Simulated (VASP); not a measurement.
# TiO2 in VASP: how settings move the LDA relaxation

The LDA relaxation of TiO2 built on the fluorite prototype is repeated with altered inputs. Which of them can be trusted? This is a trial cell built on a prototype, not taken from a measured structure, and it needn't be the compound's ground state.

Program: VASP 6.6.1. PAW datasets, plane waves. Note: simulated data, non-magnetic, for a generated structure that need not be the stable one.

### Step 1. The structure to begin with

The cell comes from an earlier relaxation with PBE in another program. Some of the altered inputs switch spin polarisation on.

It is cubic, Fm-3m (No. 225); conventional cell a = 4.830 Å, 9.39 Å³ an atom. Near Ti stand 8 O at 2.09 Å; near O stand 4 Ti at 2.09 Å.

Coordinates:

```xyz
3
Lattice="0.0000 2.4150 2.4150 2.4150 0.0000 2.4150 2.4150 2.4150 0.0000" Properties=species:S:1:pos:R:3 pbc="T T T"
Ti    0.0000    0.0000    0.0000
O     1.2075    1.2075    1.2075
O     3.6225    3.6225    3.6225
```

The LDA run on sound settings gave: energy (σ→0) -28.7698 eV, final volume 8.881 Å³/atom.

### Step 2. Altered input 1

Input file INCAR:

```
ENCUT = 600.000000
SIGMA = 0.020000
EDIFF = 1.00e-07
EDIFFG = -5.00e-03
GGA = CA
PREC = Accurate
IBRION = 2
ISIF = 3
ISMEAR = -1
NBANDS = 19
NSW = 40
LASPH = .TRUE.
LCHARG = .FALSE.
LWAVE = .FALSE.
LREAL = .FALSE.
LMAXMIX = 4
ISPIN = 2
MAGMOM = 0.5 0.5 -0.5
NELM = 86
```

Input file KPOINTS:

```
KPOINTS created by Atomic Simulation Environment
0
Gamma
8 8 8
0 0 0
```

Input file POSCAR:

```
Ti O
 1.0000000000000000
     0.0000000000000000    2.4149673384147921    2.4149673384147921
     2.4149673384147921    0.0000000000000000    2.4149673384147921
     2.4149673384147921    2.4149673384147921    0.0000000000000000
 Ti  O
   1   2
Cartesian
  0.0000000000000000  0.0000000000000000 -0.0000000000000000
  1.2074836692073960  1.2074836692073960  1.2074836692073960
  3.6224510076221881  3.6224510076221881  3.6224510076221881
```

The run uses the recommended LDA PAW datasets (24 valence electrons a neutral cell).

Command:

```console
> mpirun -np 1 vasp_std
```

### Step 3. Altered input 2

Input file INCAR:

```
ENCUT = 600.000000
SIGMA = 0.020000
EDIFF = 1.00e-07
EDIFFG = -5.00e-03
GGA = CA
PREC = Accurate
ISIF = 3
ISMEAR = -1
NBANDS = 19
NSW = 40
LASPH = .TRUE.
LCHARG = .FALSE.
LWAVE = .FALSE.
LREAL = .FALSE.
IBRION = 1
POTIM = 0.2
NELM = 98
```

Input file KPOINTS:

```
KPOINTS created by Atomic Simulation Environment
0
Gamma
8 8 8
0 0 0
```

Input file POSCAR:

```
Ti O
 1.0000000000000000
     0.0000000000000000    2.4149673384147921    2.4149673384147921
     2.4149673384147921    0.0000000000000000    2.4149673384147921
     2.4149673384147921    2.4149673384147921    0.0000000000000000
 Ti  O
   1   2
Cartesian
  0.0000000000000000  0.0000000000000000 -0.0000000000000000
  1.2074836692073960  1.2074836692073960  1.2074836692073960
  3.6224510076221881  3.6224510076221881  3.6224510076221881
```

**Question.** What will these runs give? Wanted: for each run, changed; ending; energy change; volume; electronic steps; usable.

**Answer**, as computed:

| run | changed | ending | energy change (meV/atom) | volume (Å³/atom) | electronic steps | time | usable |
| --- | --- | --- | --- | --- | --- | --- | --- |
| ref. | – | converged | 0 | 8.881 | – | – | yes |
| 1 | LMAXMIX = 4, ISPIN = 2, MAGMOM = 0.5 0.5 -0.5, NELM = 86 | converged | -1.9 | 8.876 | 51 | 2.2 min | yes |
| 2 | IBRION = 1, POTIM = 0.2, NELM = 98 | converged | -1.9 | 8.879 | 45 | 80 s | yes |

Of 2 altered inputs, 2 gave usable results. Among the usable ones with comparable energies, «LMAXMIX = 4, ISPIN = 2, MAGMOM = 0.5 0.5 -0.5, NELM = 86» moves the energy most, by -1.9 meV/atom.
